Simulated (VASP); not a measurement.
# MgO (Fm-3m) in VASP: settings compared, part 2 of 2

VASP 6.6.1.

## Step 3: Band structure, RPBE

This run uses another cell than the first one, of 9.85 Å³/atom, 1.058 times its volume.

Input file INCAR:

```
SYSTEM = MgO
PREC = Accurate
ENCUT = 520
EDIFF = 1E-6
ISMEAR = 0
SIGMA = 0.03
LREAL = .FALSE.
LASPH = .TRUE.
NELM = 80
ALGO = Fast
ISIF = 2
LWAVE = .FALSE.
LCHARG = .FALSE.
GGA = RP
NBANDS = 11
ICORELEVEL = 1
```

Input file KPOINTS:

```
Automatic mesh
0
G
  12 12 12
  0 0 0
```

Input file POSCAR:

```
MgO                                     
1.0
    0.0000000000      2.1438198228      2.1438198228
    2.1438198228      0.0000000000      2.1438198228
    2.1438198228      2.1438198228      0.0000000000
  Mg              O             
     1     1
Direct
     0.0000000000000000    0.0000000000000000    0.0000000000000000
     0.5000000000000000    0.5000000000000000    0.5000000000000000
```

Input file KPOINTS_OPT:

```
explicit points
109
Reciprocal
 0.0000000000  0.0000000000  0.0000000000 1
 0.0555555556  0.0000000000  0.0555555556 1
 0.1111111111  0.0000000000  0.1111111111 1
 0.1666666667  0.0000000000  0.1666666667 1
 0.2222222222  0.0000000000  0.2222222222 1
 0.2777777778  0.0000000000  0.2777777778 1
 0.3333333333  0.0000000000  0.3333333333 1
 0.3888888889  0.0000000000  0.3888888889 1
 0.4444444444  0.0000000000  0.4444444444 1
 0.5000000000  0.0000000000  0.5000000000 1
 0.5000000000  0.0000000000  0.5000000000 1
 0.5000000000  0.0277777778  0.5277777778 1
 0.5000000000  0.0555555556  0.5555555556 1
 0.5000000000  0.0833333333  0.5833333333 1
 0.5000000000  0.1111111111  0.6111111111 1
 0.5000000000  0.1388888889  0.6388888889 1
 0.5000000000  0.1666666667  0.6666666667 1
 0.5000000000  0.1944444444  0.6944444444 1
 0.5000000000  0.2222222222  0.7222222222 1
 0.5000000000  0.2500000000  0.7500000000 1
 0.5000000000  0.2500000000  0.7500000000 1
 0.4861111111  0.2638888889  0.7500000000 1
 0.4722222222  0.2777777778  0.7500000000 1
 0.4583333333  0.2916666667  0.7500000000 1
 0.4444444444  0.3055555556  0.7500000000 1
 0.4305555556  0.3194444444  0.7500000000 1
 0.4166666667  0.3333333333  0.7500000000 1
 0.4027777778  0.3472222222  0.7500000000 1
 0.3888888889  0.3611111111  0.7500000000 1
 0.3750000000  0.3750000000  0.7500000000 1
 0.3750000000  0.3750000000  0.7500000000 1
 0.3333333333  0.3333333333  0.6666666667 1
 0.2916666667  0.2916666667  0.5833333333 1
 0.2500000000  0.2500000000  0.5000000000 1
 0.2083333333  0.2083333333  0.4166666667 1
 0.1666666667  0.1666666667  0.3333333333 1
 0.1250000000  0.1250000000  0.2500000000 1
 0.0833333333  0.0833333333  0.1666666667 1
 0.0416666667  0.0416666667  0.0833333333 1
 0.0000000000  0.0000000000  0.0000000000 1
 0.0000000000  0.0000000000  0.0000000000 1
 0.0555555556  0.0555555556  0.0555555556 1
 0.1111111111  0.1111111111  0.1111111111 1
 0.1666666667  0.1666666667  0.1666666667 1
 0.2222222222  0.2222222222  0.2222222222 1
 0.2777777778  0.2777777778  0.2777777778 1
 0.3333333333  0.3333333333  0.3333333333 1
 0.3888888889  0.3888888889  0.3888888889 1
 0.4444444444  0.4444444444  0.4444444444 1
 0.5000000000  0.5000000000  0.5000000000 1
 0.5000000000  0.5000000000  0.5000000000 1
 0.5138888889  0.4722222222  0.5138888889 1
 0.5277777778  0.4444444444  0.5277777778 1
 0.5416666667  0.4166666667  0.5416666667 1
 0.5555555556  0.3888888889  0.5555555556 1
 0.5694444444  0.3611111111  0.5694444444 1
 0.5833333333  0.3333333333  0.5833333333 1
 0.5972222222  0.3055555556  0.5972222222 1
 0.6111111111  0.2777777778  0.6111111111 1
 0.6250000000  0.2500000000  0.6250000000 1
 0.6250000000  0.2500000000  0.6250000000 1
 0.6111111111  0.2500000000  0.6388888889 1
 0.5972222222  0.2500000000  0.6527777778 1
 0.5833333333  0.2500000000  0.6666666667 1
 0.5694444444  0.2500000000  0.6805555556 1
 0.5555555556  0.2500000000  0.6944444444 1
 0.5416666667  0.2500000000  0.7083333333 1
 0.5277777778  0.2500000000  0.7222222222 1
 0.5138888889  0.2500000000  0.7361111111 1
 0.5000000000  0.2500000000  0.7500000000 1
 0.5000000000  0.2500000000  0.7500000000 1
 0.5000000000  0.2777777778  0.7222222222 1
 0.5000000000  0.3055555556  0.6944444444 1
 0.5000000000  0.3333333333  0.6666666667 1
 0.5000000000  0.3611111111  0.6388888889 1
 0.5000000000  0.3888888889  0.6111111111 1
 0.5000000000  0.4166666667  0.5833333333 1
 0.5000000000  0.4444444444  0.5555555556 1
 0.5000000000  0.4722222222  0.5277777778 1
 0.5000000000  0.5000000000  0.5000000000 1
 0.5000000000  0.5000000000  0.5000000000 1
 0.4861111111  0.4861111111  0.5277777778 1
 0.4722222222  0.4722222222  0.5555555556 1
 0.4583333333  0.4583333333  0.5833333333 1
 0.4444444444  0.4444444444  0.6111111111 1
 0.4305555556  0.4305555556  0.6388888889 1
 0.4166666667  0.4166666667  0.6666666667 1
 0.4027777778  0.4027777778  0.6944444444 1
 0.3888888889  0.3888888889  0.7222222222 1
 0.3750000000  0.3750000000  0.7500000000 1
 0.6250000000  0.2500000000  0.6250000000 1
 0.6111111111  0.2222222222  0.6111111111 1
 0.5972222222  0.1944444444  0.5972222222 1
 0.5833333333  0.1666666667  0.5833333333 1
 0.5694444444  0.1388888889  0.5694444444 1
 0.5555555556  0.1111111111  0.5555555556 1
 0.5416666667  0.0833333333  0.5416666667 1
 0.5277777778  0.0555555556  0.5277777778 1
 0.5138888889  0.0277777778  0.5138888889 1
 0.5000000000  0.0000000000  0.5000000000 1
 0.0000000000  0.0000000000  0.0000000000 1
 0.3750000000  0.3750000000  0.7500000000 1
 0.5000000000  0.5000000000  0.5000000000 1
 0.6250000000  0.2500000000  0.6250000000 1
 0.5000000000  0.2500000000  0.7500000000 1
 0.5000000000  0.0000000000  0.5000000000 1
 0.4000000000  0.0000000000  0.4000000000 1
 0.4250000000  0.0000000000  0.4250000000 1
 0.4500000000  0.0000000000  0.4500000000 1
```

Potentials or basis: VASP PAW PBE potentials, release 64 (Mg, O).

Started as:

```console
$ cat potpaw_PBE.64/Mg/POTCAR potpaw_PBE.64/O/POTCAR > POTCAR
$ mpirun -np 1 vasp_std > vasp.out
```

It took 13 s on 1 thread of Intel Xeon Platinum 8488C (Sapphire Rapids), shared host; peak memory 0.15 GiB.

The run converged. Its results:

```
Free energy             : -11.2455 eV
Pressure                : 0.2 GPa
Band gap on the k mesh  : 4.33 eV, direct
Band gap along the path : 4.33 eV, direct
```

Levels at the corners of the path, in eV from the valence-band top:
| point | band 1 | band 2 | band 3 | band 4 | band 5 | band 6 | band 7 | band 8 | band 9 |
| --- | --- | --- | --- | --- | --- | --- | --- | --- | --- |
| Γ | -17.08 | 0.00 | 0.00 | 0.00 | 4.33 | 15.62 | 15.62 | 15.62 | 19.36 |
| X | -15.71 | -3.84 | -1.27 | -1.27 | 9.16 | 9.58 | 12.66 | 18.36 | 18.36 |
| X | -15.71 | -3.84 | -1.27 | -1.27 | 9.16 | 9.58 | 12.66 | 18.36 | 18.36 |
| W | -15.66 | -2.77 | -2.77 | -1.65 | 11.39 | 11.39 | 11.71 | 14.96 | 21.40 |
| W | -15.66 | -2.77 | -2.77 | -1.65 | 11.39 | 11.39 | 11.71 | 14.96 | 21.40 |
| K | -15.70 | -3.28 | -2.54 | -1.06 | 9.94 | 11.34 | 12.16 | 17.57 | 17.72 |
| K | -15.70 | -3.28 | -2.54 | -1.06 | 9.94 | 11.34 | 12.16 | 17.57 | 17.72 |
| Γ | -17.08 | 0.00 | 0.00 | 0.00 | 4.33 | 15.62 | 15.62 | 15.62 | 19.36 |
| Γ | -17.08 | 0.00 | 0.00 | 0.00 | 4.33 | 15.62 | 15.62 | 15.62 | 19.36 |
| L | -15.94 | -4.35 | -0.59 | -0.59 | 7.67 | 12.14 | 15.92 | 15.92 | 20.31 |
| L | -15.94 | -4.35 | -0.59 | -0.59 | 7.67 | 12.14 | 15.92 | 15.92 | 20.31 |
| U | -15.70 | -3.28 | -2.54 | -1.06 | 9.94 | 11.34 | 12.16 | 17.57 | 17.72 |
| U | -15.70 | -3.28 | -2.54 | -1.06 | 9.94 | 11.34 | 12.16 | 17.57 | 17.72 |
| W | -15.66 | -2.77 | -2.77 | -1.65 | 11.39 | 11.39 | 11.71 | 14.96 | 21.40 |
| W | -15.66 | -2.77 | -2.77 | -1.65 | 11.39 | 11.39 | 11.71 | 14.96 | 21.40 |
| L | -15.94 | -4.35 | -0.59 | -0.59 | 7.67 | 12.14 | 15.92 | 15.92 | 20.31 |
| L | -15.94 | -4.35 | -0.59 | -0.59 | 7.67 | 12.14 | 15.92 | 15.92 | 20.31 |
| K | -15.70 | -3.28 | -2.54 | -1.06 | 9.94 | 11.34 | 12.16 | 17.57 | 17.72 |
| U | -15.70 | -3.28 | -2.54 | -1.06 | 9.94 | 11.34 | 12.16 | 17.57 | 17.72 |
| X | -15.71 | -3.84 | -1.27 | -1.27 | 9.16 | 9.58 | 12.66 | 18.36 | 18.36 |

Core levels (eV, on the scale of the bands):
| atom | levels |
| --- | --- |
| 1 Mg | 1s -1249.5, 2s -69.8, 2p -36.6 |
| 2 O | 1s -500.3 |

Caveat: the PAW data sets were made with another functional, which shifts forces and pressure a little.

## Step 4: Band structure, rev-vdW-DF2

This run uses another cell than the first one, of 9.39 Å³/atom, 1.008 times its volume.

Input file INCAR:

```
PREC = Accurate
ENCUT = 520
EDIFF = 1E-7
ISMEAR = 0
SIGMA = 0.03
LREAL = False
LASPH = True
NELM = 80
ALGO = Normal
ISIF = 2
LWAVE = False
LCHARG = False
GGA = MK
LUSE_VDW = True
AGGAC = 0.0
PARAM1 = 0.1234
PARAM2 = 0.711357
ZAB_VDW = -1.8867
NBANDS = 11
ICORELEVEL = 1
```

Input file KPOINTS:

```
regular mesh
0
Gamma
  12 12 12
```

Input file POSCAR:

```
MgO                                     
1.0
   -0.0000000000      2.1098543457      2.1098543457
    2.1098543457      0.0000000000      2.1098543457
    2.1098543457      2.1098543457     -0.0000000000
  Mg              O             
     1     1
Direct
     1.0000000000000000    1.0000000000000000    1.0000000000000000
     0.5000000000000000    0.5000000000000000    0.5000000000000000
```

KPOINTS_OPT is that of step 3.

Potentials or basis: VASP PAW PBE potentials, release 64 (Mg, O).

Started as:

```console
$ cat potpaw_PBE.64/Mg/POTCAR potpaw_PBE.64/O/POTCAR > POTCAR
$ mpirun -np 1 vasp_std > vasp.out
```

OUTCAR:

```text
PREC = Accurate
   ENCUT = 520
   EDIFF = 1E-7
   ISMEAR = 0
   LREAL = False
   LASPH = True
   NELM = 80
   ISIF = 2
   GGA = MK

 ion  position               nearest neighbor table
   1  0.000  0.000  0.000-   2 2.11   2 2.11   2 2.11   2 2.11   2 2.11   2 2.11
   2  0.500  0.500  0.500-   1 2.11   1 2.11   1 2.11   1 2.11   1 2.11   1 2.11

  LATTYP: Found a face centered cubic cell.
 ALAT       =     4.2197086914

  Lattice vectors:

 A1 = (   0.0000000000,   2.1098543457,   2.1098543457)
 A2 = (   2.1098543457,   0.0000000000,   2.1098543457)
 A3 = (   2.1098543457,   2.1098543457,   0.0000000000)

Analysis of symmetry for initial positions (statically):
=====================================================================
 Subroutine PRICEL returns:
 Original cell was already a primitive cell.

 Routine SETGRP: Setting up the symmetry group for a
 face centered cubic supercell.

 Subroutine GETGRP returns: Found 48 space group operations
 (whereof 48 operations were pure point group operations)
 out of a pool of 48 trial point group operations.

The static configuration has the point symmetry O_h .

Analysis of symmetry for dynamics (positions and initial velocities):
=====================================================================
 Subroutine PRICEL returns:
 Original cell was already a primitive cell.

 Routine SETGRP: Setting up the symmetry group for a
 face centered cubic supercell.

 Subroutine GETGRP returns: Found 48 space group operations
 (whereof 48 operations were pure point group operations)
 out of a pool of 48 trial point group operations.

The dynamic configuration has the point symmetry O_h .

 Subroutine INISYM returns: Found 48 space group operations
 (whereof 48 operations are pure point group operations),
 and found     1 'primitive' translations

----------------------------------------------------------------------------------------

                                     Primitive cell

[... 119 lines left out ...]
   BPARAM     = 6.3000
   IVDW    =     0    specifies the selected vdW correction
   LEPSILON=     F    determine dielectric tensor
   LRPA    =     F    only Hartree local field effects (RPA)
 non-spin polarized calculation
 Gauss-broadening in eV      SIGMA  =   0.03
  energy-cutoff  :      520.00
  volume of cell :       18.78
 maximum number of plane-waves:       532
 NGX is ok and might be reduce to    24
   NGX = 11   NGY = 11   NGZ = 11

 number of electron       8.0000005 magnetization

 Free energy of the ion-electron system (eV)
  ---------------------------------------------------
  ext. energy  EPLUGINS =         0.00000000
  ---------------------------------------------------
  free energy    TOTEN  =        -9.58664552 eV

  energy without entropy =       -9.58664552  energy(sigma->0) =       -9.58664552

 the core state eigenenergies are
   1-  1s  -1248.5287  2s    -68.9690  2p    -35.7215
   2-  1s   -499.6852

 E-fermi :   3.2556     XC(G=0): -11.1538

 val. band max:        3.0206361438   @ k =   0.0000   0.0000   0.0000
 cond. band min:       7.7918013585   @ k =   0.0000   0.0000   0.0000
 fundamental gap:      4.7711652147
 Fermi energy:         3.2555515605

 k-point     1 :       0.0000    0.0000    0.0000
  band No.  band energies     occupation
      1     -14.1140      2.00000
      2       3.0206      2.00000
      3       3.0206      2.00000
      4       3.0206      2.00000
      5       7.7918      0.00000
      6      18.7888      0.00000
      7      18.7888      0.00000
      8      18.7888      0.00000
      9      22.8307      0.00000
     10      24.4365      0.00000
     11      24.4365      0.00000
[... 267 lines left out ...]
 k-point    21 :       0.3333    0.1667    0.0000
  band No.  band energies     occupation
      1     -13.2400      2.00000
      2      -0.0336      2.00000
      3       2.1633      2.00000
      4       2.3090      2.00000
      5      11.3271      0.00000
      6      14.5815      0.00000
      7      18.2654      0.00000

------------------------ aborting loop because EDIFF is reached ----------------------------------------

  FORCE on cell =-STRESS in cart. coord.  units (eV):
  Direction    XX          YY          ZZ          XY          YZ          ZX
  --------------------------------------------------------------------------------------
  -------------------------------------------------------------------------------------
  Total        0.0275168      0.0275168      0.0275168      0.0000000      0.0000000     -0.0000000
  in kB        2.3470466      2.3470466      2.3470466      0.0000000      0.0000000     -0.0000000
  external PRESSURE =       2.3470466 kB  Pullay stress =       0.0000000 kB

 VOLUME and BASIS-vectors are now :
 -----------------------------------------------------------------------------
  energy-cutoff  :      520.00
  volume of cell :       18.78
      direct lattice vectors                 reciprocal lattice vectors
     0.000000000  2.109854346  2.109854346    -0.236983184  0.236983184  0.236983184
     2.109854346  0.000000000  2.109854346     0.236983184 -0.236983184  0.236983184
     2.109854346  2.109854346  0.000000000     0.236983184  0.236983184 -0.236983184

 POSITION                                       TOTAL-FORCE (eV/Angst)
 -----------------------------------------------------------------------------------
      0.00000      0.00000      0.00000         0.000000      0.000000     -0.000000
      2.10985      2.10985      2.10985         0.000000     -0.000000      0.000000
 -----------------------------------------------------------------------------------
    total drift:                               -0.000000     -0.000000      0.000000

  FREE ENERGIE OF THE ION-ELECTRON SYSTEM (eV)
  ---------------------------------------------------
  free  energy   TOTEN  =        -9.5866455172 eV

  energy  without entropy=       -9.5866455172  energy(sigma->0) =       -9.58664552

Total vdW correction in eV:      1.8775396
```

Wall time 30 s (1 thread of Intel Xeon 6975P-C (Granite Rapids), shared host); peak memory 0.27 GiB.

What came out:

```
Free energy             : -9.5866 eV
Pressure                : 0.2 GPa
Band gap on the k mesh  : 4.77 eV, direct
Band gap along the path : 4.77 eV, direct
```

Levels at the corners of the path, in eV from the valence-band top:
```
point  band 2  band 3  band 4  band 5  band 6  band 7
    Γ    0.00    0.00    0.00    4.77   15.77   15.77
    X   -4.05   -1.34   -1.34    9.17    9.94   13.08
    X   -4.05   -1.34   -1.34    9.17    9.94   13.08
    W   -2.93   -2.93   -1.76   11.66   11.66   12.11
    W   -2.93   -2.93   -1.76   11.66   11.66   12.11
    K   -3.47   -2.69   -1.14   10.11   11.73   12.53
    K   -3.47   -2.69   -1.14   10.11   11.73   12.53
    Γ    0.00    0.00    0.00    4.77   15.77   15.77
    Γ    0.00    0.00    0.00    4.77   15.77   15.77
    L   -4.58   -0.65   -0.65    7.93   12.58   16.25
    L   -4.58   -0.65   -0.65    7.93   12.58   16.25
    U   -3.47   -2.69   -1.14   10.11   11.73   12.53
    U   -3.47   -2.69   -1.14   10.11   11.73   12.53
    W   -2.93   -2.93   -1.76   11.66   11.66   12.11
    W   -2.93   -2.93   -1.76   11.66   11.66   12.11
    L   -4.58   -0.65   -0.65    7.93   12.58   16.25
    L   -4.58   -0.65   -0.65    7.93   12.58   16.25
    K   -3.47   -2.69   -1.14   10.11   11.73   12.53
    U   -3.47   -2.69   -1.14   10.11   11.73   12.53
    X   -4.05   -1.34   -1.34    9.17    9.94   13.08
```

Core levels (eV, on the scale of the bands):
```csv
atom,levels
1 Mg,"1s -1248.5, 2s -69.0, 2p -35.7"
2 O,1s -499.7
```

Caveat: the PAW data sets were made with another functional, which shifts forces and pressure a little.

## Step 5: Overview

| level | cell | gap on the mesh (eV) | pressure (GPa) |
| --- | --- | --- | --- |
| PBEsol | Fm-3m, 9.31 Å³/atom | 4.66 | 0.2 |
| RPBE | Fm-3m, 9.85 Å³/atom | 4.33 | 0.2 |
| rev-vdW-DF2 | Fm-3m, 9.39 Å³/atom | 4.77 | 0.2 |

Alike in all rows: task band structure; potentials or basis VASP PAW PBE potentials, release 64 (Mg, O); no spin polarisation; k mesh 12 × 12 × 12; cutoff (eV) 520; smearing gaussian 0.03 eV.

On the cell as given the gap runs from 4.33 eV (RPBE) to 4.77 eV (rev-vdW-DF2).

Caveats: the PAW data sets were made with another functional, which shifts forces and pressure a little.

Absolute energies hang on the potentials; compare differences alone.

## Step 6: How close it comes

Step 2. A measured gap of MgO is 7.83 eV (quoted in “Electronic structure of alkaline earth and post-transition metal oxides”, 2009, arxiv:0908.1581); the calculated 4.66 eV misses it by -3.17 eV. The value is that of PBEsol, without temperature or zero-point motion. Semilocal functionals fall short of measured gaps as a rule.

Step 3. Measured gap of MgO: 7.83 eV (quoted in “Electronic structure of alkaline earth and post-transition metal oxides”, 2009, arxiv:0908.1581). This calculation gives 4.33 eV (-3.50 eV). The value is that of RPBE, without temperature or zero-point motion. Semilocal functionals fall short of measured gaps as a rule.

Step 4. Measured gap of MgO: 7.83 eV (quoted in “Electronic structure of alkaline earth and post-transition metal oxides”, 2009, arxiv:0908.1581). This calculation gives 4.77 eV (-3.06 eV). The value is that of rev-vdW-DF2, without temperature or zero-point motion.
